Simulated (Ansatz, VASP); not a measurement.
## Ta: VASP beside Ansatz

File INCAR:

```
SYSTEM = Ta
PREC = Accurate
ENCUT = 520
EDIFF = 1E-6
ISMEAR = -1
SIGMA = 0.05
LREAL = .False.
LASPH = .True.
NELM = 100
ALGO = Normal
ISIF = 2
LWAVE = .False.
LCHARG = .True.
GGA = PE
LELF = .True.
LVHAR = .True.
NBANDS = 12
```

Contents of KPOINTS:

```
Automatic mesh
0
Gamma
  9 9 9
  0 0 0
```

File POSCAR:

```
Ta
1.0
   -1.6512800000      1.6512800000      1.6677928000
    1.6512800000     -1.6512800000      1.6677928000
    1.6512800000      1.6512800000     -1.6677928000
Ta
1
Direct
    0.0000000000      0.0000000000      0.0000000000
```

File input.yaml:

```yaml
crystal:
  lattice:
    - [-1.65128, 1.65128, 1.6677928]
    - [1.65128, -1.65128, 1.6677928]
    - [1.65128, 1.65128, -1.6677928]
  atoms:
    - { symbol: Ta, position: [0.0, 0.0, 0.0] }
hamiltonian:
  xc: pbe
  pseudopotentials: { kind: paw }
kpoints:
  mp_grid: { grid: [9, 9, 9] }
  band_path:
    path:
      - [[0.0, 0.0, 0.0], [0.0, 0.0, 0.5], [-0.4901480247, 0.4901480247, 0.5], [-0.4950740124, 0.4950740124, 0.4950740124], [0.0, 0.0, 0.0], [0.5, 0.5, -0.5], [0.4950740124, 0.5049259876, -0.4950740124], [0.0, 0.5, 0.0], [0.25, 0.25, 0.25], [0.5, 0.5, -0.4901480247], [0.5, 0.5, -0.5]]
      - [[0.0, 0.0, 0.5], [0.25, 0.25, 0.25]]
    npoints: 14
scf:
  occupations: { method: fermi_dirac, width: 0.05 }
  n_extra_bands: 6
output:
  forces: true
  stress: true
  eigenvalues: true
  fatbands: true
```

Alike in both runs: functional PBE; k mesh 9 × 9 × 9; occupations fermi-dirac, width 0.05 eV; no spin polarisation.

|  | VASP | Ansatz |
| --- | --- | --- |
| version | VASP 6.6.1 | Ansatz 0.2.0 |
| potentials or method | VASP PAW PBE potentials, release 64 (Ta_pv) | Ansatz PAW |
| plane-wave cutoff (eV) | 520 | 420 |
| valence electrons in the cell | 11 | 13 |
| task | single point | band structure |

|  | VASP | Ansatz | Ansatz less VASP |
| --- | --- | --- | --- |
| gap on the k mesh at the Fermi level (eV) | none | none | - |
| pressure (GPa) | 1.5 | 1.4 | -0.10 |

A gap of «none» marks a metal or a gap that the smearing closes. The two sets of potentials don't hold the same shells in valence.

Caveats: spin-orbit coupling is left out, which moves the levels of the heavy elements (Ansatz). Spin-orbit coupling is left out, which matters for the levels of Ta.
